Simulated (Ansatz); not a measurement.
## SiC: a ladder of calculations

Cell of run 1: a refined structure from the COD, atoms as given.

```cif
data_SiC
_symmetry_space_group_name_H-M 'Cmc2_1'
_symmetry_Int_Tables_number 36
_cell_length_a 3.0778
_cell_length_b 5.3350
_cell_length_c 15.1219
_cell_angle_alpha 90.000
_cell_angle_beta 90.000
_cell_angle_gamma 90.000
loop_
_atom_site_label
_atom_site_type_symbol
_atom_site_symmetry_multiplicity
_atom_site_Wyckoff_symbol
_atom_site_fract_x
_atom_site_fract_y
_atom_site_fract_z
Si1 Si 4 a 0.5000 0.3327 0.1420
Si3 Si 4 a 0.5000 0.9993 0.4759
Si5 Si 4 a 0.5000 0.6643 0.3088
C7 C 4 a 0.5000 0.0040 0.3497
C9 C 4 a 0.5000 0.3400 0.0183
C11 C 4 a 0.5000 0.6710 0.1832
```

One atom of each set is listed; the run and its k-mesh use a cell of 12 atoms with edges of 3.08, 3.08, 15.12 Å.

Relaxed positions (PBE, cell held):

Si1 (0.5000, 0.3333, 0.1423)
Si3 (0.5000, 0.9999, 0.4755)
Si5 (0.5000, 0.6666, 0.3088)
C7 (0.5000, 0.9998, 0.3502)
C9 (0.5000, 0.3334, 0.0173)
C11 (0.5000, 0.6666, 0.1838)

All runs are DFT with Ansatz 0.2.0 (plane waves and PAW, scalar-relativistic unless spin–orbit coupling is named, Γ-centred meshes, Fermi–Dirac smearing where given) in this cell.

Run 1: PBE, atoms as given; 420 eV, 16×16×3 k-points, smearing 0.02 eV.
Run 2: PBE, atoms relaxed; 420 eV, 16×16×3 k-points, smearing 0.02 eV.
Run 3: r2SCAN, at the relaxed atoms; 500 eV, 16×16×3 k-points, smearing 0.02 eV.
Run 4: LDA, at the relaxed atoms; 420 eV, 16×16×3 k-points, smearing 0.02 eV.
Run 5: PBEsol, at the relaxed atoms; 420 eV, 16×16×3 k-points, smearing 0.02 eV.

| run | Si1 V_zz (η) | Si3 V_zz (η) | Si5 V_zz (η) | C7 V_zz (η) | C9 V_zz (η) |
| --- | --- | --- | --- | --- | --- |
| 1 | 0.78 (0.47) | 0.73 (0.87) | 0.99 (0.92) | 0.29 (0.22) | 0.11 (0.28) |
| 2 | ? | ? | ? | ? | ? |
| 3 | 0.21 (0.01) | -0.051 (0.06) | 0.28 (0.01) | 0.21 (0.06) | 0.057 (0.23) |
| 4 | 0.21 (0.01) | -0.052 (0.08) | 0.24 (0.01) | 0.21 (0.06) | 0.060 (0.22) |
| 5 | 0.21 (0.01) | -0.054 (0.07) | 0.25 (0.01) | 0.21 (0.06) | 0.063 (0.20) |

V_zz in 10²¹ V/m²; 5 of the 6 sets of like atoms are followed.

Question: Estimate the row of run 2.

Answer: Si1: 0.21 (0.01); Si3: -0.057 (0.06); Si5: 0.26 (0.01); C7: 0.21 (0.06); C9: 0.065 (0.20). It lies nearest to run 5, from whose tensors on these sites it differs by 0.01 at most (largest principal value of the difference). Taken one at a time, the positions of the atoms (as given or relaxed) move the tensors on these sites by up to 0.98 (largest principal value of the change, on Si5), the functional (between the two that differ most) by 0.04 (Si5). On some sites the largest principal value moves to another axis from run to run, and the sign of V_zz can flip with it.

In run 1 the atoms aren't at the calculated equilibrium (largest force 0.73 eV/Å).
